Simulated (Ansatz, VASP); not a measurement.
# Na2S: VASP beside Ansatz

File INCAR:

```
SYSTEM = Na2S
PREC = Accurate ; ENCUT = 520
EDIFF = 1E-7 ; ISMEAR = -1
SIGMA = 0.05 ; LREAL = .FALSE.
LASPH = .TRUE. ; NELM = 60
ALGO = Normal ; ISIF = 2
LWAVE = .FALSE. ; LCHARG = .FALSE.
GGA = PE ; NBANDS = 17
```

KPOINTS

```
Automatic mesh
0
G
  7 7 7
  0 0 0
```

File POSCAR:

```
Na2S
1.0
    0.0000000000      3.2066751269      3.2066751269
    3.2066751269      0.0000000000      3.2066751269
    3.2066751269      3.2066751269      0.0000000000
S Na
1 2
Direct
    0.0000000000      0.0000000000      0.0000000000
    0.7500000000      0.7500000000      0.7500000000
    0.2500000000      0.2500000000      0.2500000000
```

Contents of input.yaml:

```yaml
crystal:
  lattice:
    - [0.0, 3.2066751269, 3.2066751269]
    - [3.2066751269, 0.0, 3.2066751269]
    - [3.2066751269, 3.2066751269, 0.0]
  atoms:
    - { symbol: S, position: [0.0, 0.0, 0.0] }
    - { symbol: Na, position: [0.75, 0.75, 0.75] }
    - { symbol: Na, position: [0.25, 0.25, 0.25] }
hamiltonian:
  xc: pbe
  pseudopotentials: { kind: paw }
kpoints:
  mp_grid: { grid: [7, 7, 7] }
scf:
  occupations: { method: fermi_dirac, width: 0.05 }
output:
  forces: true
  stress: true
  eigenvalues: true
```

Change from the starting cell: volume scaled by 0.94.

Alike in both runs: task single point; functional PBE; k mesh 7 × 7 × 7; occupations fermi-dirac, width 0.05 eV; no spin polarisation.

|  | VASP | Ansatz |
| --- | --- | --- |
| version | VASP 6.6.1 | Ansatz 0.2.0 |
| potentials or method | VASP PAW PBE potentials, release 64 (S, Na_pv) | Ansatz PAW |
| plane-wave cutoff (eV) | 520 | 420 |
| valence electrons in the cell | 20 | 24 |

```csv
,VASP,Ansatz,Ansatz less VASP
gap on the k mesh at the Fermi level (eV),2.69,2.69,+0.003
least direct gap on the mesh (eV),2.69,2.69,+0.003
pressure (GPa),2.4,2.3,-0.03
```

The two sets of potentials don't hold the same shells in valence.

Caveats: odd divisions of the mesh miss points on the zone boundary, where band edges often lie, so the gap on the mesh can be too wide (Ansatz).
